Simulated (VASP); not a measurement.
# Zr3B2 (Pm-3m) in VASP: reference runs

How does Zr3B2 come out in PBE? The cell is run as given.

Program: VASP 6.6.1. These are calculated values, not measurements. Logs are shortened: lines on timing, memory, paths and dates and some standing lists are left out, and cuts for length are marked.

### 1 The structure

The structure is cubic, space group Pm-3m (No. 221). Conventional cell: a = 3.611 Å, b = 3.611 Å, c = 3.611 Å, α = 90.00°, β = 90.00°, γ = 90.00°. Zr (site symmetry 4/mmm) has 2 B at 1.81 Å as nearest neighbours. B (site symmetry m-3m) has 12 Zr at 2.55 Å as nearest neighbours. Around B (site symmetry m-3m) lie 6 Zr at 1.81 Å.

The cell was built by a generator and needn't be a form met in nature.

### 2 Single point, PBE

INCAR

```
SYSTEM = Zr3B2
PREC = Accurate
ENCUT = 520
EDIFF = 1E-7
ISMEAR = -1
SIGMA = 0.05
LREAL = .False.
LASPH = .True.
NELM = 80
ALGO = Normal
ISIF = 2
LWAVE = .False.
LCHARG = .True.
GGA = PE
LELF = .True.
LVHAR = .True.
NBANDS = 29
```

KPOINTS

```
Automatic mesh
0
Gamma
  7 7 7
  0 0 0
```

POSCAR

```
Zr3B2
1.0
    3.6107492400      0.0000000000      0.0000000000
    0.0000000000      3.6107492400      0.0000000000
    0.0000000000      0.0000000000      3.6107492400
Zr B
3 2
Direct
    0.5000000000      0.0000000000      0.0000000000
    0.0000000000      0.5000000000      0.0000000000
    0.0000000000      0.0000000000      0.5000000000
    0.5000000000      0.5000000000      0.5000000000
    0.0000000000      0.0000000000      0.0000000000
```

Potentials or basis: VASP PAW PBE potentials, release 64 (Zr_sv, B).

Started as:

```console
$ cat potpaw_PBE.64/Zr_sv/POTCAR potpaw_PBE.64/B/POTCAR > POTCAR
$ mpirun -np 1 vasp_std > vasp.out
```

OUTCAR:

```text
SYSTEM = Zr3B2
   PREC = Accurate
   ENCUT = 520
   EDIFF = 1E-7
   ISMEAR = -1
   LREAL = .False.
   LASPH = .True.
   NELM = 80
   ISIF = 2
   GGA = PE

 ion  position               nearest neighbor table
   1  0.500  0.000  0.000-   5 1.81   5 1.81   4 2.55   2 2.55   3 2.55   4 2.55   2 2.55   4 2.55
                             4 2.55   2 2.55   3 2.55   3 2.55   3 2.55   2 2.55
   2  0.000  0.500  0.000-   5 1.81   5 1.81   4 2.55   1 2.55   3 2.55   4 2.55   1 2.55   3 2.55
                             3 2.55   3 2.55   1 2.55   4 2.55   4 2.55   1 2.55
   3  0.000  0.000  0.500-   5 1.81   5 1.81   4 2.55   1 2.55   1 2.55   2 2.55   2 2.55   2 2.55
                             4 2.55   2 2.55   1 2.55   4 2.55   1 2.55   4 2.55
   4  0.500  0.500  0.500-   1 2.55   2 2.55   3 2.55   1 2.55   2 2.55   1 2.55   3 2.55   1 2.55
                             2 2.55   3 2.55   2 2.55   3 2.55
   5  0.000  0.000  0.000-   1 1.81   2 1.81   3 1.81   3 1.81   2 1.81   1 1.81

  LATTYP: Found a simple cubic cell.
 ALAT       =     3.6107492400

  Lattice vectors:

 A1 = (   3.6107492400,   0.0000000000,   0.0000000000)
 A2 = (   0.0000000000,   3.6107492400,   0.0000000000)
 A3 = (   0.0000000000,   0.0000000000,   3.6107492400)

Analysis of symmetry for initial positions (statically):
=====================================================================
 Subroutine PRICEL returns:
 Original cell was already a primitive cell.

 Routine SETGRP: Setting up the symmetry group for a
 simple cubic supercell.

 Subroutine GETGRP returns: Found 48 space group operations
 (whereof 48 operations were pure point group operations)
 out of a pool of 48 trial point group operations.

The static configuration has the point symmetry O_h .

Analysis of symmetry for dynamics (positions and initial velocities):
=====================================================================
 Subroutine PRICEL returns:
 Original cell was already a primitive cell.

 Routine SETGRP: Setting up the symmetry group for a
 simple cubic supercell.

 Subroutine GETGRP returns: Found 48 space group operations
 (whereof 48 operations were pure point group operations)
 out of a pool of 48 trial point group operations.

The dynamic configuration has the point symmetry O_h .

 Subroutine INISYM returns: Found 48 space group operations
 (whereof 48 operations are pure point group operations),
 and found     1 'primitive' translations

----------------------------------------------------------------------------------------

                                     Primitive cell

  volume of cell :      47.0752

  direct lattice vectors                    reciprocal lattice vectors
     3.610749240  0.000000000  0.000000000     0.276950830  0.000000000  0.000000000
     0.000000000  3.610749240  0.000000000     0.000000000  0.276950830  0.000000000
     0.000000000  0.000000000  3.610749240     0.000000000  0.000000000  0.276950830

  length of vectors
     3.610749240  3.610749240  3.610749240     0.276950830  0.276950830  0.276950830

  position of ions in fractional coordinates (direct lattice)
     0.500000000  0.000000000  0.000000000
     0.000000000  0.500000000  0.000000000
     0.000000000  0.000000000  0.500000000
     0.500000000  0.500000000  0.500000000
     0.000000000  0.000000000  0.000000000

  ion indices of the primitive-cell ions
   primitive index   ion index
                 1           1
                 2           2
                 3           3
                 4           4
                 5           5

----------------------------------------------------------------------------------------

 KPOINTS: Automatic mesh

Automatic generation of k-mesh.
 Grid dimensions read from file:
 generate k-points for:    7    7    7

 Generating k-lattice:

  Cartesian coordinates                     Fractional coordinates (reciprocal lattice)
     0.039564404  0.000000000  0.000000000     0.142857143  0.000000000  0.000000000
     0.000000000  0.039564404  0.000000000     0.000000000  0.142857143  0.000000000
     0.000000000  0.000000000  0.039564404     0.000000000  0.000000000  0.142857143

  Length of vectors
     0.039564404  0.039564404  0.039564404

  Shift w.r.t. Gamma in fractional coordinates (k-lattice)
     0.000000000  0.000000000  0.000000000

 Subroutine IBZKPT returns following result:
 ===========================================

 Found     20 irreducible k-points:

 Following reciprocal coordinates:
            Coordinates               Weight
  0.000000  0.000000  0.000000      1.000000
  0.142857  0.000000  0.000000      6.000000
  0.285714  0.000000  0.000000      6.000000
  0.428571  0.000000  0.000000      6.000000
  0.142857  0.142857  0.000000     12.000000
  0.285714  0.142857  0.000000     24.000000
[... 12 lines left out ...]
  0.428571  0.428571  0.285714     24.000000
  0.428571  0.428571  0.428571      8.000000
   k-points           NKPTS =     20   k-points in BZ     NKDIM =     20   number of bands    NBANDS=     29
   number of dos      NEDOS =    301   number of ions     NIONS =      5
   total plane-waves  NPLWV =  21952
   dimension x,y,z NGX =    28 NGY =   28 NGZ =   28
   dimension x,y,z NGXF=    56 NGYF=   56 NGZF=   56
   ions per type =               3   2
   NGX,Y,Z   is equivalent  to a cutoff of  12.89, 12.89, 12.89 a.u.
   NGXF,Y,Z  is equivalent  to a cutoff of  25.78, 25.78, 25.78 a.u.
 SYSTEM =  Zr3B2
   PREC   = accura    normal or accurate (medium, high low for compatibility)
   ISTART =      0    job   : 0-new  1-cont  2-samecut
   ICHARG =      2    charge: 1-file 2-atom 10-const
   ISPIN  =      1    spin polarized calculation?
   LNONCOLLINEAR =      F non collinear calculations
   LSORBIT =      F    spin-orbit coupling
   LASPH  =      T    aspherical Exc in radial PAW
   ENCUT  =  520.0 eV  38.22 Ry    6.18 a.u.   6.71  6.71  6.71*2*pi/ulx,y,z
   NELM   =     80;   NELMIN=  2; NELMDL= -5     # of ELM steps
   EDIFF  = 0.1E-06   stopping-criterion for ELM
   LREAL  =      F    real-space projection
   EDIFFG = 0.1E-05   stopping-criterion for IOM
   NSW    =      0    number of steps for IOM
   IBRION =     -1    ionic relax: 0-MD 1-quasi-New 2-CG
   NFREE  =      0    steps in history (QN), initial steepest desc. (CG)
   ISIF   =      2    stress and relaxation
   ISYM   =      2    0-nonsym 1-usesym 2-fastsym
   POTIM  = 0.5000    time-step for ionic-motion
   TEBEG  =    0.0;   TEEND  =   0.0 temperature during run
   PSTRESS=    0.0 pullay stress
   NELECT =      42.0000    total number of electrons
   NUPDOWN=      -1.0000    fix difference up-down
   EMIN   =  10.00;   EMAX   =-10.00  energy-range for DOS
   EFERMI =   0.00;   METHOD = LEGACY
   ISMEAR =    -1;   SIGMA  =   0.05  broadening in eV -4-tet -1-fermi 0-gaus
   EFERMI_NEDOS =   21; number of points for ismear=-14 and -15
   IALGO  =     38    algorithm
   IMIX   =      4    mixing-type and parameters
     AMIX     =   0.40;   BMIX     =  1.00
     AMIX_MAG =   1.60;   BMIX_MAG =  1.00
  volume/ion in A,a.u.               =       9.42        63.54
  Fermi-wavevector in a.u.,A,eV,Ry     =   1.576016  2.978238 33.794507  2.483826
  Thomas-Fermi vector in A             =   2.676913
   LORBIT       =      0    0 simple, 1 ext, 2 COOP (PROOUT), +10 PAW based schemes
   GGA     = PE    functional components
   LHFCALC =     F    Hartree Fock is set to
   AEXX    =    0.0000 exact exchange contribution
   IVDW    =     0    specifies the selected vdW correction
   LEPSILON=     F    determine dielectric tensor
   LRPA    =     F    only Hartree local field effects (RPA)
 non-spin polarized calculation
  energy-cutoff  :      520.00
  volume of cell :       47.08
 maximum number of plane-waves:      1309
 NGX is ok and might be reduce to    28
   NGX = 13   NGY = 13   NGZ = 13

 number of electron      42.0000000 magnetization

 Free energy of the ion-electron system (eV)
  ---------------------------------------------------
  ext. energy  EPLUGINS =         0.00000000
  ---------------------------------------------------
  free energy    TOTEN  =       -18.12851785 eV

  energy without entropy =      -18.08978499  energy(sigma->0) =      -18.10915142

 E-fermi :  15.7856     XC(G=0): -14.0572

 val. band max:       15.7790980235   @ k =   0.4286   0.1429   0.0000
 cond. band min:      15.8049025817   @ k =   0.1429   0.1429   0.0000
 fundamental gap:      0.0258045582
 Fermi energy:        15.7855610595

 k-point     1 :       0.0000    0.0000    0.0000
  band No.  band energies     occupation
      1     -32.9906      2.00000
      2     -31.1582      2.00000
      3     -31.1582      2.00000
      4     -13.1692      2.00000
      5     -13.1692      2.00000
      6     -13.1692      2.00000
[... 21 lines left out ...]
     28      20.4194      0.00000
     29      22.2031      0.00000

 k-point     2 :       0.1429    0.0000    0.0000
  band No.  band energies     occupation
      1     -32.9206      2.00000
      2     -31.2521      2.00000
      3     -31.1555      2.00000
      4     -13.0802      2.00000
      5     -13.0802      2.00000
      6     -12.9815      2.00000
[... 21 lines left out ...]
     28      20.9424      0.00000
     29      22.2372      0.00000

 k-point     3 :       0.2857    0.0000    0.0000
  band No.  band energies     occupation
      1     -32.7269      2.00000
      2     -31.4989      2.00000
      3     -31.1495      2.00000
      4     -12.8535      2.00000
      5     -12.8535      2.00000
      6     -12.4595      2.00000
[... 21 lines left out ...]
     28      22.5868      0.00000
     29      22.5868      0.00000

 k-point     4 :       0.4286    0.0000    0.0000
  band No.  band energies     occupation
      1     -32.4868      2.00000
      2     -31.7811      2.00000
      3     -31.1446      2.00000
      4     -12.6313      2.00000
      5     -12.6313      2.00000
      6     -11.7611      2.00000
[... 469 lines left out ...]
     28      21.8684      0.00000
     29      22.8793      0.00000

 k-point    19 :       0.4286    0.4286    0.2857
  band No.  band energies     occupation
      1     -31.9432      2.00000
      2     -31.7691      2.00000
      3     -31.6883      2.00000
      4     -14.8078      2.00000
      5     -11.8759      2.00000
      6     -11.5113      2.00000
[... 21 lines left out ...]
     28      21.9952      0.00000
     29      23.2219      0.00000

 k-point    20 :       0.4286    0.4286    0.4286
  band No.  band energies     occupation
      1     -31.8565      2.00000
      2     -31.7606      2.00000
      3     -31.7606      2.00000
      4     -15.2088      2.00000
      5     -11.8704      2.00000
      6     -11.8431      2.00000
[... 21 lines left out ...]
     28      21.7010      0.00000
     29      22.7003      0.00000

------------------------ aborting loop because EDIFF is reached ----------------------------------------

  FORCE on cell =-STRESS in cart. coord.  units (eV):
  Direction    XX          YY          ZZ          XY          YZ          ZX
  --------------------------------------------------------------------------------------
  -------------------------------------------------------------------------------------
  Total       66.7688353     66.7688353     66.7688353     -0.0000000     -0.0000000      0.0000000
  in kB     2272.4398554   2272.4398554   2272.4398554     -0.0000000     -0.0000000      0.0000000
  external PRESSURE =    2272.4398554 kB  Pullay stress =       0.0000000 kB

 VOLUME and BASIS-vectors are now :
 -----------------------------------------------------------------------------
  energy-cutoff  :      520.00
  volume of cell :       47.08
      direct lattice vectors                 reciprocal lattice vectors
     3.610749240  0.000000000  0.000000000     0.276950830  0.000000000  0.000000000
     0.000000000  3.610749240  0.000000000     0.000000000  0.276950830  0.000000000
     0.000000000  0.000000000  3.610749240     0.000000000  0.000000000  0.276950830

 POSITION                                       TOTAL-FORCE (eV/Angst)
 -----------------------------------------------------------------------------------
      1.80537      0.00000      0.00000         0.000000      0.000000      0.000000
      0.00000      1.80537      0.00000         0.000000      0.000000      0.000000
      0.00000      0.00000      1.80537         0.000000      0.000000      0.000000
      1.80537      1.80537      1.80537         0.000000      0.000000      0.000000
      0.00000      0.00000      0.00000         0.000000      0.000000      0.000000
 -----------------------------------------------------------------------------------
    total drift:                               -0.000000      0.000000     -0.000000

  FREE ENERGIE OF THE ION-ELECTRON SYSTEM (eV)
  ---------------------------------------------------
  free  energy   TOTEN  =       -18.1285178505 eV

  energy  without entropy=      -18.0897849888  energy(sigma->0) =      -18.10915142
```

It took 30 s on 1 thread of Intel Xeon Platinum 8488C (Sapphire Rapids), shared host; peak memory 0.16 GiB.

What came out:

| Item | Value |
| --- | --- |
| Free energy | -18.1285 eV |
| Pressure | 227.2 GPa |
| Band gap on the k mesh | none (metal or under the smearing width) |

Levels at points of the mesh, in eV from the Fermi level:
| k point | band 18 | band 19 | band 20 | band 21 | band 22 | band 23 | band 24 | band 25 |
| --- | --- | --- | --- | --- | --- | --- | --- | --- |
| (0.00, 0.00, 0.00) | -3.29 | -3.29 | 0.88 | 0.88 | 0.88 | 4.12 | 4.12 | 4.12 |

Caveat: a pressure of tens of GPa on the cell as given is suspect, and the run, the potentials or the cell itself is likely at fault.
